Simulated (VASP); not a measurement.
```yaml
crystal:
  lattice:
    - [4.03988, 0.00000, 0.00000]
    - [0.00000, 4.03988, 0.00000]
    - [0.00000, 0.00000, 4.03988]
  atoms:
    - { symbol: Ba, position: [0.50000, 0.50000, 0.50000] }
    - { symbol: Sn, position: [0.00000, 0.00000, 0.00000] }
    - { symbol: O, position: [0.00000, 0.50000, 0.00000] }
    - { symbol: O, position: [0.50000, 0.00000, 0.00000] }
    - { symbol: O, position: [0.00000, 0.00000, 0.50000] }
```

The numbers are results of PBE GGA, VASP's PBE PAW potentials (set 64) (plane waves; VASP 6.6.1), not measurements. Run with 400 eV cut-off, 8×8×8 Γ-centred mesh, Fermi-Dirac smearing of 0.020 eV, potentials Ba_sv Sn_d O.

At this cut-off the stress carries a Pulay error, which pulls relaxed volumes low.

**Question.** Give the stress tensor in GPa (positive for a compressed cell).

**Answer.** 
```
14.45   0.00   0.00
 0.00  14.45   0.00
 0.00   0.00  14.45
```
The pressure is its mean diagonal, 14.45 GPa.

The structure comes from a computed database's BaSnO3 entry; how it stands against other phases isn't given here. The cell was not relaxed at this level.
